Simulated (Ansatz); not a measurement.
**Compressing AlCu3**

All numbers below come from DFT PBEsol, scalar-relativistic, plane waves, PAW (Ansatz 0.2.0). Settings: 420 eV cutoff, 12×12×12 k-mesh, Gaussian smearing of 0.10 eV, no spin polarisation.

The relaxed crystal:

```
CELL_PARAMETERS angstrom
3.63187 0.00000 0.00000
0.00000 3.63187 0.00000
0.00000 0.00000 3.63187
ATOMIC_POSITIONS crystal
Al 0.00000 0.00000 0.00000
Cu 0.50000 0.50000 0.00000
Cu 0.50000 0.00000 0.50000
Cu 0.00000 0.50000 0.50000
```

Cell and atoms are relaxed at each pressure within the symmetry of the start, at zero temperature, so transitions that lower the symmetry aren't seen. The k-mesh given is that at zero pressure and may differ at others. a, b and c are the lengths of the cell vectors above. ΔH is E + PV over the energy at zero pressure.

| P (GPa) | V (Å³/atom) | V/V0 | a (Å) | b (Å) | c (Å) | ΔH (eV/atom) |
| --- | --- | --- | --- | --- | --- | --- |
| -3 | ? | ? | ? | ? | ? | ? |
| 0 | 11.98 | 1.000 | 3.632 | 3.632 | 3.632 | 0.000 |
| 3 | 11.75 | 0.981 | 3.609 | 3.609 | 3.609 | 0.222 |
| 8 | 11.43 | 0.954 | 3.575 | 3.575 | 3.575 | 0.584 |
| 15 | 11.04 | 0.922 | 3.535 | 3.535 | 3.535 | 1.074 |
| 30 | 10.40 | 0.868 | 3.465 | 3.465 | 3.465 | 2.076 |
| 60 | ? | ? | ? | ? | ? | ? |

(1) What stands in the row for -3 GPa?

(2) What stands in the row for 60 GPa?

Results:

(1) V 12.23 Å³/atom; V/V0 1.021; a 3.657 Å; b 3.657 Å; c 3.657 Å; ΔH -0.227 eV/atom.

(2) V 9.51 Å³/atom; V/V0 0.794; a 3.364 Å; b 3.364 Å; c 3.364 Å; ΔH 3.935 eV/atom.